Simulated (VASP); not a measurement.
# Pd (Im-3m) in VASP: single point with HSE06

Aim: the single point of Pd with HSE06.

All numbers are computed with VASP 6.6.1; they aren't measurements. Logs are shortened: lines on timing, memory, paths and dates and some standing lists are left out, and cuts for length are marked.

### 1 Starting point

It takes space group Im-3m (No. 229, cubic). The conventional cell has a = 3.082 Å, b = 3.082 Å, c = 3.082 Å, α = 90.00°, β = 90.00°, γ = 90.00°. Pd (site symmetry m-3m) has 8 Pd at 2.67 Å as nearest neighbours.

This isn't the form of Pd at room conditions, which is fcc.

### 2 Single point, HSE06

File POSCAR:

```
Pd
1.0
   -1.5407700000      1.5407700000      1.5407700000
    1.5407700000     -1.5407700000      1.5407700000
    1.5407700000      1.5407700000     -1.5407700000
Pd
1
Direct
    0.0000000000      0.0000000000      0.0000000000
```

File INCAR.step1:

```
PREC     = Accurate       # precision mode
ENCUT    = 520            # plane-wave cutoff, eV
EDIFF    = 1E-5           # SCF threshold, eV
ISMEAR   = 0              # smearing method
SIGMA    = 0.1            # smearing width, eV
LREAL    = F              # projectors in reciprocal space
LASPH    = T              # aspherical terms in the spheres
NELM     = 100            # most SCF steps
ALGO     = Normal         # electronic algorithm
ISIF     = 2              # what is computed and relaxed
LWAVE    = T              # write WAVECAR
LCHARG   = F              # write CHGCAR
GGA      = PE             # functional
```

File INCAR.step2:

```
PREC     = Accurate       # precision mode
ENCUT    = 520            # plane-wave cutoff, eV
EDIFF    = 1E-6           # SCF threshold, eV
ISMEAR   = 0              # smearing method
SIGMA    = 0.1            # smearing width, eV
LREAL    = F              # projectors in reciprocal space
LASPH    = T              # aspherical terms in the spheres
NELM     = 100            # most SCF steps
ALGO     = Normal         # electronic algorithm
ISIF     = 2              # what is computed and relaxed
LWAVE    = F              # write WAVECAR
LCHARG   = F              # write CHGCAR
GGA      = PE             # functional
LHFCALC  = T              # exact exchange
HFSCREEN = 0.2            # screening, 1/A
PRECFOCK = Fast         
ISTART   = 1
```

File KPOINTS:

```
Automatic mesh
0
Gamma
  10 10 10
```

Potentials or basis: VASP PAW PBE potentials, release 64 (Pd).

Launch:

```
> cat potpaw_PBE.64/Pd/POTCAR > POTCAR
> cp INCAR.step1 INCAR
> mpirun -np 1 vasp_std > vasp.out
> cp INCAR.step2 INCAR
> mpirun -np 1 vasp_std > vasp.out
```

OUTCAR:

```text
PREC = Accurate
   ENCUT = 520
   EDIFF = 1E-6
   ISMEAR = 0
   LREAL = F
   LASPH = T
   NELM = 100
   ISIF = 2
   GGA = PE
   LHFCALC = T
   HFSCREEN = 0.2
   PRECFOCK = Fast
   ISTART = 1

 ion  position               nearest neighbor table
   1  0.000  0.000  0.000-

  LATTYP: Found a body centered cubic cell.
 ALAT       =     3.0815400000

  Lattice vectors:

 A1 = (  -1.5407700000,   1.5407700000,   1.5407700000)
 A2 = (   1.5407700000,  -1.5407700000,   1.5407700000)
 A3 = (   1.5407700000,   1.5407700000,  -1.5407700000)

Analysis of symmetry for initial positions (statically):
=====================================================================
 Subroutine PRICEL returns:
 Original cell was already a primitive cell.

 Routine SETGRP: Setting up the symmetry group for a
 body centered cubic supercell.

 Subroutine GETGRP returns: Found 48 space group operations
 (whereof 48 operations were pure point group operations)
 out of a pool of 48 trial point group operations.

The static configuration has the point symmetry O_h .

Analysis of symmetry for dynamics (positions and initial velocities):
=====================================================================
 Subroutine PRICEL returns:
 Original cell was already a primitive cell.

 Routine SETGRP: Setting up the symmetry group for a
 body centered cubic supercell.

 Subroutine GETGRP returns: Found 48 space group operations
 (whereof 48 operations were pure point group operations)
 out of a pool of 48 trial point group operations.

The dynamic configuration has the point symmetry O_h .

 Subroutine INISYM returns: Found 48 space group operations
 (whereof 48 operations are pure point group operations),
 and found     1 'primitive' translations

----------------------------------------------------------------------------------------

                                     Primitive cell

  volume of cell :      14.6310

  direct lattice vectors                    reciprocal lattice vectors
    -1.540770000  1.540770000  1.540770000     0.000000000  0.324513068  0.324513068
     1.540770000 -1.540770000  1.540770000     0.324513068  0.000000000  0.324513068
     1.540770000  1.540770000 -1.540770000     0.324513068  0.324513068  0.000000000

  length of vectors
     2.668691923  2.668691923  2.668691923     0.458930782  0.458930782  0.458930782

  position of ions in fractional coordinates (direct lattice)
     0.000000000  0.000000000  0.000000000
[... 89 lines left out ...]
   EMIN   =  10.00;   EMAX   =-10.00  energy-range for DOS
   EFERMI =   0.00;   METHOD = LEGACY
   ISMEAR =     0;   SIGMA  =   0.10  broadening in eV -4-tet -1-fermi 0-gaus
   EFERMI_NEDOS =   21; number of points for ismear=-14 and -15
   IALGO  =     38    algorithm
   IMIX   =      1    mixing-type and parameters
     AMIX     =   0.40;   BMIX     =  1.00
     AMIX_MAG =   1.60;   BMIX_MAG =  1.00
  volume/ion in A,a.u.               =      14.63        98.73
  Fermi-wavevector in a.u.,A,eV,Ry     =   1.442061  2.725100 28.293866  2.079540
  Thomas-Fermi vector in A             =   2.560624
   LORBIT       =      0    0 simple, 1 ext, 2 COOP (PROOUT), +10 PAW based schemes
   GGA     = PE    functional components
   LHFCALC =     T    Hartree Fock is set to
   PRECFOCK=fast      Normal, Fast or Accurate (Low or Medium for compatibility)
   ENCUT4O =  -1.0   cutoff for four orbital integrals eV
   NKREDX  =     1    reduce k-point grid by
   NKREDY  =     1    reduce k-point grid by
   NKREDZ  =     1    reduce k-point grid by
   AEXX    =    0.2500 exact exchange contribution
   HFSCREEN=    0.2000 screening length (either q_TF or 0.3 A-1)
   HFSCREENC=   0.2000 screening length for correlation (either q_TF or 0.3 A-1)
   ENCUTFOCK=  -1.0 apply spherical cutoff to Coloumb kernel
   IVDW    =     0    specifies the selected vdW correction
   LEPSILON=     F    determine dielectric tensor
   LRPA    =     F    only Hartree local field effects (RPA)
 non-spin polarized calculation
 Gauss-broadening in eV      SIGMA  =   0.10
  energy-cutoff  :      520.00
  volume of cell :       14.63
 maximum number of plane-waves:       410
  NGX = 14; NGY = 14; NGZ = 14

 number of electron       9.9999998 magnetization

 Free energy of the ion-electron system (eV)
  ---------------------------------------------------
  ext. energy  EPLUGINS =         0.00000000
  ---------------------------------------------------
  free energy    TOTEN  =        -5.99462280 eV

  energy without entropy =       -5.98882231  energy(sigma->0) =       -5.99172256

 E-fermi :   9.2949     XC(G=0): -10.7369

 val. band max:        9.2758991794   @ k =  -0.4000   0.4000   0.2000
 cond. band min:       9.3438011336   @ k =  -0.4000   0.5000   0.3000
 fundamental gap:      0.0679019542
 Fermi energy:         9.2948797236

 k-point     1 :       0.0000    0.0000    0.0000
  band No.  band energies     occupation
      1       1.6717      2.00000
      2       5.7096      2.00000
      3       5.7096      2.00000
      4       5.7096      2.00000
      5       7.6199      2.00000
      6       7.6200      2.00000
      7      30.2588      0.00000
      8      30.2588      0.00000
      9      30.2588      0.00000
[... 265 lines left out ...]
 k-point    24 :      -0.3000    0.3000    0.1000
  band No.  band energies     occupation
      1       3.8814      2.00000
      2       5.1222      2.00000
      3       6.1789      2.00000
      4       7.2050      2.00000
      5       8.1753      2.00000
      6       8.8781      2.00000
      7      24.8066      0.00000
      8      27.9395      0.00000
      9      30.6422      0.00000

 [... further k-points ...]

------------------------ aborting loop because EDIFF is reached ----------------------------------------

  FORCE on cell =-STRESS in cart. coord.  units (eV):
  Direction    XX          YY          ZZ          XY          YZ          ZX
  --------------------------------------------------------------------------------------
  -------------------------------------------------------------------------------------
  Total        0.4461323      0.4461323      0.4461323      0.0000000     -0.0000000     -0.0000000
  in kB       48.8540762     48.8540762     48.8540762      0.0000000     -0.0000000     -0.0000000
  external PRESSURE =      48.8540762 kB  Pullay stress =       0.0000000 kB

 VOLUME and BASIS-vectors are now :
 -----------------------------------------------------------------------------
  energy-cutoff  :      520.00
  volume of cell :       14.63
      direct lattice vectors                 reciprocal lattice vectors
    -1.540770000  1.540770000  1.540770000     0.000000000  0.324513068  0.324513068
     1.540770000 -1.540770000  1.540770000     0.324513068  0.000000000  0.324513068
     1.540770000  1.540770000 -1.540770000     0.324513068  0.324513068  0.000000000

 POSITION                                       TOTAL-FORCE (eV/Angst)
 -----------------------------------------------------------------------------------
      0.00000      0.00000      0.00000        -0.000000     -0.000000     -0.000000
 -----------------------------------------------------------------------------------
    total drift:                                0.000000     -0.000000     -0.000000

  FREE ENERGIE OF THE ION-ELECTRON SYSTEM (eV)
  ---------------------------------------------------
  free  energy   TOTEN  =        -5.9946228024 eV

  energy  without entropy=       -5.9888223120  energy(sigma->0) =       -5.99172256
```

OSZICAR.step1:

```text
N       E                     dE             d eps       ncg     rms          rms(c)
DAV:   1     0.401163986419E+02    0.40116E+02   -0.55576E+03   854   0.106E+03
DAV:   2    -0.503632865897E+01   -0.45153E+02   -0.44304E+02   903   0.198E+02
DAV:   3    -0.542498151713E+01   -0.38865E+00   -0.38824E+00   943   0.213E+01
DAV:   4    -0.542706168387E+01   -0.20802E-02   -0.20801E-02   931   0.148E+00
DAV:   5    -0.542709048498E+01   -0.28801E-04   -0.28801E-04   960   0.158E-01    0.783E+00
DAV:   6    -0.517097979408E+01    0.25611E+00   -0.10730E+00   872   0.982E+00    0.386E+00
DAV:   7    -0.515806436928E+01    0.12915E-01   -0.18558E-02   946   0.120E+00    0.195E+00
DAV:   8    -0.515452063511E+01    0.35437E-02   -0.27495E-03   901   0.581E-01    0.141E-01
DAV:   9    -0.515442842982E+01    0.92205E-04   -0.36968E-04   889   0.191E-01    0.127E-02
DAV:  10    -0.515443370520E+01   -0.52754E-05   -0.36985E-06   453   0.208E-02
   1 F= -.51544337E+01 E0= -.51512710E+01  d E =-.632537E-02
```

Run time: 46 min. Hardware: 1 thread of Intel Xeon Platinum 8375C at 2.90GHz (Ice Lake), shared host; peak memory 0.25 GiB.

Results:

```yaml
Free_energy: -5.9946 eV
Pressure: 4.9 GPa
Band_gap_on_the_k_mesh: none (metal or under the smearing width)
```

Levels at points of the mesh, in eV from the Fermi level:
```csv
k point,band 1,band 2,band 3,band 4,band 5,band 6,band 7,band 8,band 9
"(0.00, 0.00, 0.00)",-7.62,-3.59,-3.59,-3.59,-1.67,-1.67,20.96,20.96,20.96
"(0.50, 0.00, 0.00)",-6.15,-4.93,-1.63,-1.32,0.74,2.00,9.43,16.61,19.72
"(0.50, 0.50, 0.50)",-6.29,-6.29,0.19,0.19,0.19,10.57,10.57,10.57,19.42
```

Caveat: the PAW data sets were made with another functional, which shifts forces and pressure a little.
